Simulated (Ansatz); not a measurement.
Si2Mo:

```
Mo Si
1.0
     4.58547    0.00000    0.00000
    -2.29274    3.97113    0.00000
     0.00000    0.00000    6.57976
Mo Si
3 6
Direct
  0.50000 0.50000 0.83333
  0.00000 0.50000 0.16667
  0.50000 0.00000 0.50000
  0.16387 0.32775 0.50000
  0.67225 0.83613 0.16667
  0.83613 0.16387 0.83333
  0.83613 0.67225 0.50000
  0.32775 0.16387 0.16667
  0.16387 0.83613 0.83333
```

Measurements of this composition are mostly on another form, of space group No. 139.

```yaml
Program: Ansatz 0.2.0
Task: relaxation of cell and atoms
Functional: RPBE
Potentials_or_basis: Ansatz PAW
Cutoff: "420 eV (not typed: the program's choice for these potentials)"
k_mesh: 7 × 7 × 4
Occupations: fermi-dirac, width 0.05 eV
Spin: no spin polarisation
```

At the start: volume 13.31 Å³/atom.

**Question.** Where does the relaxation end?

**Answer.** It ends after 5 steps and the volume is 13.71 Å³/atom (+3.0 %); space group P6_222 (No. 180, to 0.05 Å).

Step by step:
| step | energy change (eV) | largest force (eV/Å) | volume (Å³) |
| --- | --- | --- | --- |
| 1 | 0.0000 | 0.0009 | 119.81 |
| 2 | -0.0621 | 0.0495 | 124.23 |
| 3 | -0.0664 | 0.0101 | 123.41 |
| 4 | -0.0665 | 0.0016 | 123.37 |
| 5 | -0.0675 | 0.0016 | 123.37 |

Final structure:
```xyz
9
Lattice="4.6335 0.0000 0.0000 -2.3168 4.0128 0.0000 0.0000 0.0000 6.6351" Properties=species:S:1:pos:R:3 pbc="T T T"
Mo    1.1584    2.0064    5.5292
Mo   -1.1584    2.0064    1.1058
Mo    2.3168    0.0000    3.3175
Si    0.0000    1.3156    3.3175
Si    1.1774    3.3550    1.1058
Si    3.4942    0.6578    5.5292
Si    2.3168    2.6972    3.3175
Si    1.1393    0.6578    1.1058
Si   -1.1774    3.3550    5.5292
```

Caveat: the plane-wave basis is chosen anew once the cell has moved, so the energies of steps on either side of that aren't comparable; the PAW data sets come from PBE, with cores solved anew for the run's functional, which leaves a small shift of forces and pressure.
